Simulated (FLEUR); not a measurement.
# BaS (Fm-3m) in FLEUR: further runs, part 2 of 2

FLEUR MaX-R8.1 (later development tree).

## 3. Equation of state, SCAN, 30.62 Å³/atom (volume scaled by 0.94)

Changes to inp.xml since step 2:

```diff
@@ -27,3 +27,3 @@
       <xi:include xmlns:xi="http://www.w3.org/2001/XInclude" href="sym.xml"> </xi:include>
-      <bulkLattice scale="1.0">
+      <bulkLattice scale="0.9795861087">
          <bravaisMatrix>
@@ -52,3 +52,3 @@
       <species name="Sulfur (S)" element="S" atomicNumber="16">
-         <mtSphere radius="2.66" gridPoints="879" logIncrement="0.013"/>
+         <mtSphere radius="2.62" gridPoints="879" logIncrement="0.013"/>
          <atomicCutoffs lmax="11" lnonsphr="8"/>
```

Potentials or basis: all-electron, FLAPW.

Started as:

```bash
$ inpgen -f crystal.txt -profile fastHighL
$ # inp.xml edited to the form shown
$ fleur_MPI
```

The log of the run:

```text
Welcome to FLEUR        (www.flapw.de)
      MaX-Release 8.1          (www.max-centre.eu)
 func_ids         267         263         267         263
 MetaGGA potential functional detected - V_tau will be computed
 Auxiliary Potential for radial basis: exchange=         117  correlation=         130
The functional 'SCAN exchange of Sun, Ruzsinszky, and Perdew' is an exchange functional, it belongs to the 'MGGA' family and is defined in the reference(s):
[1] J. Sun, A. Ruzsinszky, and J. P. Perdew.,  Phys. Rev. Lett. 115, 036402 (2015)
The functional 'SCAN correlation of Sun, Ruzsinszky, and Perdew' is a correlation functional, it belongs to the 'MGGA' family and is defined in the reference(s):
[1] J. Sun, A. Ruzsinszky, and J. P. Perdew.,  Phys. Rev. Lett. 115, 036402 (2015)
 Using same functional for VXC and EXC

 ========== k-point set info ==========
 Selected k-point list: default-1
 k-point list type: mesh
 7 x 7 x 7
 Number of k points: 20

 ------------Calculation Setup---------------------------
 Number of MPI-tasks      :            1
 Number of PE/node        :            1
 Number of OMP-threads    :            1
 Most efficient MPI parallelization for:
           1           2           4           5          10          20
 Additional eigenvalue parallelization possible
 Number of basis functions:          615
 Approximate size of matrices (H+S) per k-point:         0.006 GB
 --------------------------------------------------------
The functional 'Hammer, Hansen, and Norskov' is an exchange functional, it belongs to the 'GGA' family and is defined in the reference(s):
[1] B. Hammer, L. B. Hansen, and J. K. Nørskov.,  Phys. Rev. B 59, 7413 (1999)
The functional 'Perdew, Burke & Ernzerhof' is a correlation functional, it belongs to the 'GGA' family and is defined in the reference(s):
[1] J. P. Perdew, K. Burke, and M. Ernzerhof.,  Phys. Rev. Lett. 77, 3865 (1996)
[2] J. P. Perdew, K. Burke, and M. Ernzerhof.,  Phys. Rev. Lett. 78, 1396 (1997)
 Using same functional for VXC and EXC
 Using auxiliary GGA potential for the first iteration of MetaGGA calculation.
 Reset of history
 Reset of history
 Iteration:     1   Distance:      21.38171653 me/bohr^3
The functional 'Hammer, Hansen, and Norskov' is an exchange functional, it belongs to the 'GGA' family and is defined in the reference(s):
[1] B. Hammer, L. B. Hansen, and J. K. Nørskov.,  Phys. Rev. B 59, 7413 (1999)
The functional 'Perdew, Burke & Ernzerhof' is a correlation functional, it belongs to the 'GGA' family and is defined in the reference(s):
[1] J. P. Perdew, K. Burke, and M. Ernzerhof.,  Phys. Rev. Lett. 77, 3865 (1996)
[2] J. P. Perdew, K. Burke, and M. Ernzerhof.,  Phys. Rev. Lett. 78, 1396 (1997)
 Using same functional for VXC and EXC
 Iteration:     2   Distance:      20.14152056 me/bohr^3
The functional 'Hammer, Hansen, and Norskov' is an exchange functional, it belongs to the 'GGA' family and is defined in the reference(s):
[1] B. Hammer, L. B. Hansen, and J. K. Nørskov.,  Phys. Rev. B 59, 7413 (1999)
The functional 'Perdew, Burke & Ernzerhof' is a correlation functional, it belongs to the 'GGA' family and is defined in the reference(s):
[1] J. P. Perdew, K. Burke, and M. Ernzerhof.,  Phys. Rev. Lett. 77, 3865 (1996)
[2] J. P. Perdew, K. Burke, and M. Ernzerhof.,  Phys. Rev. Lett. 78, 1396 (1997)
 Using same functional for VXC and EXC
 Iteration:     3   Distance:      19.00208279 me/bohr^3
The functional 'Hammer, Hansen, and Norskov' is an exchange functional, it belongs to the 'GGA' family and is defined in the reference(s):
[1] B. Hammer, L. B. Hansen, and J. K. Nørskov.,  Phys. Rev. B 59, 7413 (1999)
[... 96 lines left out ...]
The functional 'Hammer, Hansen, and Norskov' is an exchange functional, it belongs to the 'GGA' family and is defined in the reference(s):
[1] B. Hammer, L. B. Hansen, and J. K. Nørskov.,  Phys. Rev. B 59, 7413 (1999)
The functional 'Perdew, Burke & Ernzerhof' is a correlation functional, it belongs to the 'GGA' family and is defined in the reference(s):
[1] J. P. Perdew, K. Burke, and M. Ernzerhof.,  Phys. Rev. Lett. 77, 3865 (1996)
[2] J. P. Perdew, K. Burke, and M. Ernzerhof.,  Phys. Rev. Lett. 78, 1396 (1997)
 Using same functional for VXC and EXC
 Iteration:    18   Distance:       0.00002762 me/bohr^3
The functional 'Hammer, Hansen, and Norskov' is an exchange functional, it belongs to the 'GGA' family and is defined in the reference(s):
[1] B. Hammer, L. B. Hansen, and J. K. Nørskov.,  Phys. Rev. B 59, 7413 (1999)
The functional 'Perdew, Burke & Ernzerhof' is a correlation functional, it belongs to the 'GGA' family and is defined in the reference(s):
[1] J. P. Perdew, K. Burke, and M. Ernzerhof.,  Phys. Rev. Lett. 77, 3865 (1996)
[2] J. P. Perdew, K. Burke, and M. Ernzerhof.,  Phys. Rev. Lett. 78, 1396 (1997)
 Using same functional for VXC and EXC
 Iteration:    19   Distance:       0.00000887 me/bohr^3

 ********************************************************************
 Run finished successfully
 Stop message:
   all done
 ********************************************************************
```

Run time: 62 s. Hardware: 1 thread of Arm Neoverse V1, shared host; peak memory 0.09 GiB.

Results:

```
Free energy                                           : -232367.3155 eV
Band gap on the k mesh                                : 2.46 eV, indirect (least direct gap 2.53 eV)
Valence electrons inside the program's atomic spheres : Ba 17.43; S 5.70 (radii Ba 2.66, S 2.62 bohr)
```

Caveat: the meta-GGA is that of a development version, with a GGA for the radial functions and cores and without core tails; spin-orbit coupling is left out, which moves the levels of the heavy elements; an odd mesh through Γ misses points on the zone boundary, where band edges often lie.

## 4. Equation of state, SCAN, 31.27 Å³/atom (volume scaled by 0.96)

Changes to inp.xml since step 3:

```diff
@@ -27,3 +27,3 @@
       <xi:include xmlns:xi="http://www.w3.org/2001/XInclude" href="sym.xml"> </xi:include>
-      <bulkLattice scale="0.9795861087">
+      <bulkLattice scale="0.9864848297">
          <bravaisMatrix>
```

Started as:

```bash
$ inpgen -f crystal.txt -profile fastHighL
$ # inp.xml edited to the form shown
$ fleur_MPI
```

Wall time 62 s (1 thread of Arm Neoverse V1, shared host); peak memory 0.09 GiB.

Results (log left out):

```yaml
Free_energy: -232367.3440 eV
Band_gap_on_the_k_mesh: 2.50 eV, indirect (least direct gap 2.59 eV)
Valence_electrons_inside_the_program's_atomic_spheres: Ba 17.42; S 5.69 (radii Ba 2.66, S 2.62 bohr)
```

Caveat: the meta-GGA is that of a development version, with a GGA for the radial functions and cores and without core tails; spin-orbit coupling is left out, which moves the levels of the heavy elements; an odd mesh through Γ misses points on the zone boundary, where band edges often lie.

## 5. Equation of state, SCAN, 32.58 Å³/atom

Changes to inp.xml since step 4:

```diff
@@ -27,3 +27,3 @@
       <xi:include xmlns:xi="http://www.w3.org/2001/XInclude" href="sym.xml"> </xi:include>
-      <bulkLattice scale="0.9864848297">
+      <bulkLattice scale="1.0000000000">
          <bravaisMatrix>
```

Started as:

```bash
$ inpgen -f crystal.txt -profile fastHighL
$ # inp.xml edited to the form shown
$ fleur_MPI
```

It took 65 s on 1 thread of Arm Neoverse V1, shared host; peak memory 0.09 GiB.

Results (log left out):

| Quantity | Value |
| --- | --- |
| Free energy | -232367.3715 eV |
| Band gap on the k mesh | 2.56 eV, indirect (least direct gap 2.68 eV) |
| Valence electrons inside the program's atomic spheres | Ba 17.40; S 5.66 (radii Ba 2.66, S 2.62 bohr) |

Caveat: the meta-GGA is that of a development version, with a GGA for the radial functions and cores and without core tails; spin-orbit coupling is left out, which moves the levels of the heavy elements; an odd mesh through Γ misses points on the zone boundary, where band edges often lie.

## 6. Equation of state, SCAN, 33.88 Å³/atom (volume scaled by 1.04)

Changes to inp.xml since step 5:

```diff
@@ -27,3 +27,3 @@
       <xi:include xmlns:xi="http://www.w3.org/2001/XInclude" href="sym.xml"> </xi:include>
-      <bulkLattice scale="1.0000000000">
+      <bulkLattice scale="1.0131594038">
          <bravaisMatrix>
```

Potentials or basis: all-electron, FLAPW.

Started as:

```bash
$ inpgen -f crystal.txt -profile fastHighL
$ # inp.xml edited to the form shown
$ fleur_MPI
```

Wall time 70 s (1 thread of Arm Neoverse V1, shared host); peak memory 0.09 GiB.

Results (log left out):

| Quantity | Value |
| --- | --- |
| Free energy | -232367.3681 eV |
| Band gap on the k mesh | 2.62 eV, indirect (least direct gap 2.75 eV) |
| Valence electrons inside the program's atomic spheres | Ba 17.38; S 5.63 (radii Ba 2.66, S 2.62 bohr) |

Caveat: the meta-GGA is that of a development version, with a GGA for the radial functions and cores and without core tails; spin-orbit coupling is left out, which moves the levels of the heavy elements; an odd mesh through Γ misses points on the zone boundary, where band edges often lie.

## 7. Equation of state, SCAN, 34.53 Å³/atom (volume scaled by 1.06)

Changes to inp.xml since step 6:

```diff
@@ -27,3 +27,3 @@
       <xi:include xmlns:xi="http://www.w3.org/2001/XInclude" href="sym.xml"> </xi:include>
-      <bulkLattice scale="1.0131594038">
+      <bulkLattice scale="1.0196128224">
          <bravaisMatrix>
```

Started as:

```bash
$ inpgen -f crystal.txt -profile fastHighL
$ # inp.xml edited to the form shown
$ fleur_MPI
```

It took 72 s on 1 thread of Arm Neoverse V1, shared host; peak memory 0.09 GiB.

It converged, with:

```
Free energy                                           : -232367.3565 eV
Band gap on the k mesh                                : 2.64 eV, indirect (least direct gap 2.78 eV)
Valence electrons inside the program's atomic spheres : Ba 17.37; S 5.62 (radii Ba 2.66, S 2.62 bohr)
```

Caveat: the meta-GGA is that of a development version, with a GGA for the radial functions and cores and without core tails; spin-orbit coupling is left out, which moves the levels of the heavy elements; an odd mesh through Γ misses points on the zone boundary, where band edges often lie.

## 8. Equation of state, SCAN

No new run: the results of the series are fitted here.

Results:

```
Equilibrium volume : 33.05 Å³/atom
Bulk modulus       : 45 GPa
```

Energy against volume, from the lowest point:
```tsv
volume (Å³/atom)	energy (meV/atom)
30.622	28.02
31.273	13.77
32.576	0.00
33.879	1.70
34.531	7.49
```

Caveat: the meta-GGA is that of a development version, with a GGA for the radial functions and cores and without core tails.

## 9. Comparison with measurements

Step 2. Measured gap of BaS: 3.806 eV (indirect; 2 K; a printed reference work, monograph, original work of 1988). This calculation gives 2.51 eV (-1.30 eV). Spin-orbit coupling on Ba is left out. The value is that of SCAN, without temperature or zero-point motion.
